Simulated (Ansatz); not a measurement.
# Ba: the cost of one run

Computed with Ansatz 0.2.0 (DFT PBE, scalar-relativistic, plane waves, PAW, unless a step's input says otherwise).

### Step 1. Starting point

Symmetry: Cmce, No. 64, orthorhombic system. The conventional cell has a = 8.492 Å, b = 5.612 Å, c = 11.447 Å, α = 90.00°, β = 90.00°, γ = 90.00°. Around Ba (site symmetry m) lie 1 Ba at 3.16 Å.

Coordinates:

```
CELL_PARAMETERS angstrom
4.24581 -2.80615 0.00000
4.24581 2.80615 0.00000
0.00000 0.00000 11.44700
ATOMIC_POSITIONS crystal
Ba 0.85000 0.15000 0.11700
Ba 0.65000 0.35000 0.61700
Ba 0.15000 0.85000 0.88300
Ba 0.35000 0.65000 0.38300
```

(A quick probe on a coarse mesh, which set the mesh and smearing, is not shown.)

### Step 3. Rough relaxation on the coarse mesh

The input, input.yaml:

```yaml
crystal:
  lattice:
    - [4.2458058561, -2.8061528711, 0.0]
    - [4.2458058561, 2.8061528711, 0.0]
    - [0.0, 0.0, 11.4469969049]
  atoms:
    - { symbol: Ba, position: [0.85, 0.15, 0.117] }
    - { symbol: Ba, position: [0.65, 0.35, 0.617] }
    - { symbol: Ba, position: [0.15, 0.85, 0.883] }
    - { symbol: Ba, position: [0.35, 0.65, 0.383] }
basis:
  ecutwfc: 420
kpoints:
  mp_grid: { grid: [4, 4, 2] }
hamiltonian:
  xc: pbe
scf:
  occupations: { method: gaussian, width: 0.1 }
  lower_state_search: "off"
output:
  forces: true
  stress: true
  eigenvalues: true
relax:
  adjacent_minimum: "off"
  f_tol: 0.04
  max_steps: 70
  cell: { stress_tol: 0.4 }
```

What time and memory should one allow on 1 thread of an x86-64 CPU, shared host?

About 25 s, with a peak of 0.53 GiB.
